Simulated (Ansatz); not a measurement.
## What DFT gives for GaAgS₂

```xyz
8
Lattice="0.0000 5.7791 0.0000 5.7791 0.0000 0.0000 2.8896 2.8896 -5.1700" Properties=species:S:1:pos:R:3 pbc="T T T"
Ag    0.0000    0.0000    0.0000
Ag    2.8896    5.7791   -2.5850
Ga    2.8896    2.8896    0.0000
Ga    5.7791    2.8896   -2.5850
S     4.6464    4.3343   -3.8775
S     1.4448    4.0223   -1.2925
S     6.9118    7.2239   -3.8775
S     4.3343    1.7569   -1.2925
```

The numbers come from plane-wave PAW DFT (Ansatz): PBE, no spin polarisation, 420 eV, 5×5×5 Γ-centred k points, fermi-dirac occupations (width 0.0209 eV). Nothing was relaxed.

What does the stress say?

The pressure is 3.1 GPa (compression positive), so with the atoms held at these fractions the cell would first expand; the forces are large, so a full relaxation may end otherwise.

Which atom feels the largest force, and which way?

The largest is on S5 (and as large on other atoms): 1.00 eV/Å, components (-1.00, 0.00, 0.00). It makes 120° with the line to a nearest neighbour, Ga3 at 2.25 Å.

Describe some of the short contacts.

Ga–S at 2.25 Å: least valence density 0.60 e/Å³ and ELF 0.48 there. Ag–S at 2.62 Å: least valence density 0.34 e/Å³ and ELF 0.24 there. These are pseudo-fields; inside the PAW spheres they differ from the all-electron ones.

Is there a gap, and of what kind?

The gap is 1.34 eV, direct at the points sampled.

How is the charge shared?

Bader charges in e: Ga +1.26, Ag +0.40, S -0.83. In the mean Ga gives up most and S takes most.

Origin: a database entry at a rescaled volume.
